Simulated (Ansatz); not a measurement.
# InAs in Ansatz: the effect of functional

The system is InAs.

```xyz
2
Lattice="0.0000 2.8186 2.8186 2.8186 0.0000 2.8186 2.8186 2.8186 0.0000" Properties=species:S:1:pos:R:3 pbc="T T T"
In    2.8186    2.8186    2.8186
As    0.0000    0.0000    0.0000
```

Measurements of this composition are mostly on another form, of space group No. 216.

The cell isn't the ideal one: volume scaled by 0.94.

Alike in all runs:

```yaml
Program: Ansatz 0.2.0
Task: single point
Potentials_or_basis: Ansatz PAW
k_mesh: 8 × 8 × 8
Occupations: fermi-dirac, width 0.05 eV
Spin: no spin polarisation
```

| functional | cutoff | pressure (GPa) |
| --- | --- | --- |
| LDA | 420 eV (not typed: the program's choice for these potentials) | ? |
| PBEsol | 420 eV (not typed: the program's choice for these potentials) | 0.7 |
| r2SCAN | 500 eV (not typed: the program's choice for these potentials) | 1.8 |

Problem. What does the run with functional LDA give?

Solution. Pressure -1.3 GPa.

Caveats: the PAW data sets come from PBE, with cores solved anew for the run's functional, which leaves a small shift of forces and pressure.
